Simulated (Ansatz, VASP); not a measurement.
## BiS: VASP beside Ansatz

INCAR

```
SYSTEM = BiS
PREC = Accurate ; ENCUT = 520
EDIFF = 1E-6 ; ISMEAR = 0
SIGMA = 0.020999999999999998 ; LREAL = .False.
LASPH = .True. ; NELM = 60
ALGO = Normal ; ISIF = 2
LWAVE = .False. ; LCHARG = .False.
GGA = PE ; NBANDS = 18
```

KPOINTS

```
regular mesh
0
Gamma
  7 7 7
  0 0 0
```

The input POSCAR:

```
BiS
1.0
    4.0029443400      0.0000000000      0.0000000000
    0.0000000000      4.0029443400      0.0000000000
    0.0000000000      0.0000000000      4.0029443400
Bi S
1 1
Direct
    0.5000000000      0.5000000000      0.5000000000
    0.0000000000      0.0000000000      0.0000000000
```

The input input.yaml:

```yaml
crystal:
  lattice:
    - [4.00294434, 0.0, 0.0]
    - [0.0, 4.00294434, 0.0]
    - [0.0, 0.0, 4.00294434]
  atoms:
    - { symbol: Bi, position: [0.5, 0.5, 0.5] }
    - { symbol: S, position: [0.0, 0.0, 0.0] }
hamiltonian:
  xc: pbe
  pseudopotentials: { kind: paw }
kpoints:
  mp_grid: { grid: [7, 7, 7] }
scf:
  occupations: { method: gaussian, width: 0.021 }
output:
  forces: true
  stress: true
  eigenvalues: true
  write_density: true
  write_potential: true
  elf: true
  volumetric_format: npy
```

The cell was built by a generator and needn't be a form met in nature.

Alike in both runs: task single point; functional PBE; k mesh 7 × 7 × 7; occupations gaussian, width 0.021 eV; no spin polarisation.

|  | VASP | Ansatz |
| --- | --- | --- |
| version | VASP 6.6.1 | Ansatz 0.2.0 |
| potentials or method | VASP PAW PBE potentials, release 64 (Bi_d, S) | Ansatz PAW |
| plane-wave cutoff (eV) | 520 | 420 |
| valence electrons in the cell | 21 | 21 |

|  | VASP | Ansatz | Ansatz less VASP |
| --- | --- | --- | --- |
| gap on the k mesh at the Fermi level (eV) | none | none | - |
| pressure (GPa) | -10.9 | -10.9 | +0.06 |

A gap of «none» marks a metal or a gap that the smearing closes.

Caveats: spin-orbit coupling is left out, which moves the levels of the heavy elements.
